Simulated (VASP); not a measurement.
## Sb: single point with PBEsol

The system is Sb.

```xyz
1
Lattice="3.0833 0.0000 0.0000 0.0000 3.0833 0.0000 0.0000 0.0000 3.0833" Properties=species:S:1:pos:R:3 pbc="T T T"
Sb    0.0000    0.0000    0.0000
```

This isn't the form of Sb at room conditions, which is rhombohedral.

| Property | Result |
| --- | --- |
| Program | VASP 6.6.1 |
| Task | single point |
| Functional | PBEsol |
| Potentials or basis | VASP PAW PBE potentials, release 64 (Sb) |
| Cutoff | 520 eV |
| k mesh | 12 × 12 × 12 |
| Occupations | fermi-dirac, width 0.05 eV |
| Spin | no spin polarisation |
| Dipole correction | no |
| Further INCAR settings | ALGO = Normal; EDIFF = 1e-06; NBANDS = 8 |

| Item | Value |
| --- | --- |
| Pressure | -1.1 GPa |
| Band gap on the k mesh | none (metal or under the smearing width) |

Levels at points of the mesh, in eV from the Fermi level:
```csv
k point,band 1,band 2,band 3,band 4,band 5,band 6,band 7
"(0.00, 0.00, 0.00)",-12.62,3.22,3.22,3.22,6.88,6.88,8.15
"(0.50, 0.00, 0.00)",-10.14,-5.81,5.29,5.29,9.02,10.48,11.40
"(0.50, 0.50, 0.00)",-7.49,-3.70,-3.70,1.97,7.40,12.95,13.21
"(0.50, 0.50, 0.50)",-4.53,-1.73,-1.73,-1.73,4.70,4.70,4.70
```

Run time: 5.6 s on 1 thread of Intel(R) Xeon(R) Platinum 8559C (Emerald Rapids), with other jobs on the host, peak memory 0.14 GiB.

Caveat: the PAW data sets were made with another functional, which shifts forces and pressure a little. Spin-orbit coupling is left out, which matters for the levels of Sb.
